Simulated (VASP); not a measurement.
Input of a VASP 6.6.1 run:

The input INCAR:

```
ALGO = Normal
EDIFF = 1E-8
ENCUT = 520
GGA = PE
ISIF = 2
ISMEAR = -1
LASPH = T
LCHARG = F
LEFG = T
LREAL = F
LWAVE = F
NBANDS = 16
NELM = 60
PREC = Accurate
SIGMA = 0.08
```

File KPOINTS:

```
k-points
0
Gamma
  10 10 10
```

Contents of POSCAR:

```
GaAs
1.0
    0.0000000000      2.8078772807      2.8078772807
    2.8078772807      0.0000000000      2.8078772807
    2.8078772807      2.8078772807      0.0000000000
Ga As
1 1
Direct
    0.0000000000      0.0000000000      0.0000000000
    0.7500000000      0.7500000000      0.7500000000
```

Potentials or basis: VASP PAW PBE potentials, release 64 (Ga_d, As).

Launch:

```console
$ cat potpaw_PBE.64/Ga_d/POTCAR potpaw_PBE.64/As/POTCAR > POTCAR
$ mpirun -np 1 vasp_std > vasp.out
```

Question: Predict the pressure.

Answer: 5.1 GPa.

Question: Predict the band gap on the k mesh.

Answer: 0.67 eV, direct.

Electric field gradients, principal values (V/Å²):
| atom | Vxx | Vyy | Vzz |
| --- | --- | --- | --- |
| 1 Ga | 0.003 | 0.003 | -0.007 |
| 2 As | 0.000 | 0.000 | 0.000 |

A k mesh can miss the band edges.
